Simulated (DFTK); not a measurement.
Crystal: Au.

```
Au
1.0
     0.00000    2.03500    2.03500
     2.03500    0.00000    2.03500
     2.03500    2.03500    0.00000
Au
1
Direct
  0.00000 0.00000 0.00000
```

Base run:

- Program: DFTK 0.8.2
- Functional: r2SCAN
- Potentials or basis: SG15 1.2 (PBE)
- Cutoff: 1225 eV
- k mesh: 11 × 11 × 11
- Occupations: fermi-dirac, width 0.05 eV
- Spin: no spin polarisation

Its results: band gap on the k mesh none (metal or under the smearing width); pressure 6.3 GPa.

Question: The run is repeated on the same cell with these changes: functional from r2SCAN to LDA. What comes out?

Answer: Band gap on the k mesh none (metal or under the smearing width); pressure -2.6 GPa.

Caveats: the potentials were made for another functional, which shifts forces and pressure.

Not every run made on this cell is shown here.
